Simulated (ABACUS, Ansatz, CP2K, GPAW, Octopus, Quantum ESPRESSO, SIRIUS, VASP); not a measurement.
**ZnS: programs and potentials compared**

```
Zn S
1.0
     3.81100    0.00000    0.00000
    -1.90550    3.30042    0.00000
     0.00000    0.00000    6.23400
Zn S
2 2
Cartesian
  1.9055 1.1001 3.1170
  0.0000 2.2003 0.0000
  1.9055 1.1001 5.5171
  0.0000 2.2003 2.4001
```

Alike in all runs: task single point; functional PBEsol; k mesh 8 × 8 × 5; occupations fermi-dirac, width 0.05 eV; no spin polarisation; no spin-orbit coupling. Pressure is positive in compression and, in plane waves, holds the error of the finite cutoff, which Ansatz's Pulay term estimates and takes out.

| program and potentials | plane-wave cutoff (eV) | notes | pressure (GPa) | largest force (eV/Å) |
| --- | --- | --- | --- | --- |
| Ansatz, Ansatz PAW | 420 | potentials made for PBE, which Ansatz adapts in part; 9 valence electrons an atom on average; Pulay term of +0.06 GPa included | -1.29 | 0.306 |
| SIRIUS, PseudoDojo 0.4.1 PBEsol standard (scalar relativistic) | 1152 | 13 valence electrons an atom on average | -1.34 | 0.306 |
| Ansatz, all-electron LAPW, scalar-relativistic | - | - | -1.28 | 0.306 |
| GPAW, PAW data sets generated for this functional | 600 | 9 valence electrons an atom on average | -1.30 | 0.312 |
| Quantum ESPRESSO, GBRV 1.5 PBEsol | 762 | 13 valence electrons an atom on average | ? | ? |
| VASP, PBE PAW files S, Zn, 520 eV | 520 | potentials made for PBE; 9 valence electrons an atom on average | -1.10 | 0.309 |
| CP2K, POTENTIAL_UZH Zn GTH-PBE-q12, S GTH-PBE-q6; TZVP-MOLOPT-PBE-GTH basis | - | atomic basis; potentials made for PBE; 9 valence electrons an atom on average | -0.58 | - |
| ABACUS, PseudoDojo NC SR 0.4.1 PBEsol standard, plane waves | 1143 | 13 valence electrons an atom on average | -1.34 | 0.306 |
| Octopus, pseudodojo_pbesol (PseudoDojo 0.4, PBEsol) | - | 13 valence electrons an atom on average | - | 0.306 |

Estimate from the other rows what the run with Quantum ESPRESSO, GBRV 1.5 PBEsol gave.

Pressure -1.24 GPa; largest force 0.307 eV/Å. The other rows, which needn't bracket it: pressure -1.34 to -0.58; largest force 0.306 to 0.312.
